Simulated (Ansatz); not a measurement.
**CdS (F-43m): zero-pressure volume and bulk modulus with revPBE + D3(BJ)**

One table from this session's results is given with a row withheld; the runs are named, their logs left out.

The COD entry's cell or inner coordinates are ideal or old and differ from later refinements, so a difference from it is no clean test against experiment.

Computed with Ansatz 0.2.0 (DFT revPBE + D3(BJ), scalar-relativistic, plane waves, PAW, unless a step's input says otherwise).

## The structure to begin with

Symmetry: F-43m, No. 216, cubic system. Conventional cell: a = 5.820 Å, b = 5.820 Å, c = 5.820 Å, α = 90.00°, β = 90.00°, γ = 90.00°. Cd (site symmetry -43m) is surrounded by 4 S at 2.52 Å. S (site symmetry -43m) is surrounded by 4 Cd at 2.52 Å.

As a file:

```xyz
2
Lattice="0.0000 2.9100 2.9100 2.9100 0.0000 2.9100 2.9100 2.9100 0.0000" Properties=species:S:1:pos:R:3 pbc="T T T"
Cd    0.0000    0.0000    0.0000
S     4.3650    4.3650    4.3650
```

At PBE, an earlier run found 3.30 GPa for this cell of 24.642 Å³/atom (8×8×8 mesh), mesh gap 1.16 eV. The cell is compressed at this level.

Set-up of the first run:

input.yaml

```yaml
crystal:
  lattice:
    - [0.0, 2.9099991734, 2.9099991734]
    - [2.9099991734, 0.0, 2.9099991734]
    - [2.9099991734, 2.9099991734, 0.0]
  atoms:
    - { symbol: Cd, position: [0.0, 0.0, 0.0] }
    - { symbol: S, position: [0.75, 0.75, 0.75] }
basis:
  ecutwfc: 420
  ecutrho_ratio: 4
kpoints:
  mp_grid: { grid: [8, 8, 8] }
hamiltonian:
  xc: revpbe
  dispersion: d3bj
scf:
  occupations: { method: gaussian, width: 0.05 }
output:
  forces: true
  stress: true
  eigenvalues: true
```

Run with:

```bash
ansatz run input.yaml --threads 4 --pin off --max-ram 8192MiB --backend cpu --events-out ev --progress --plain --runs-dir out
```

Steps of the session up to this table: At the given cell; Stepping to 24.741 Å³/atom; Stepping to 24.833 Å³/atom; Volume × 0.98 of the new zero; Volume × 1.02 of the new zero; Volume × 0.96 of the new zero; Volume × 1.04 of the new zero.

One table of the session follows, with a row left open; its other results are not shown here.

It belongs to the step «Energy and pressure against volume». 

| volume (Å³/atom) | energy (meV/atom) | pressure (GPa) |
| --- | --- | --- |
| 23.839 | 7.90 | 2.65 |
| 24.336 | ? | ? |
| 24.833 | 0.00 | 0.00 |
| 25.329 | 1.76 | -1.12 |
| 25.826 | 6.80 | -2.11 |

Q: Estimate the row for volume (Å³/atom) = 24.336 from the others.

Worked estimate for «energy (meV/atom)». A straight line through the neighbours (23.839, 7.90) and (24.833, 0.00) gives 7.90 + (0.00 − 7.90) × (24.336 − 23.839) / (24.833 − 23.839) = 3.95; a parabola fitted to 3 rows on both sides gives 2.04.

The run gave: energy (meV/atom): 1.90; pressure (GPa): 1.25. In «energy (meV/atom)» the line misses by +2.05 and the parabola by +0.14.
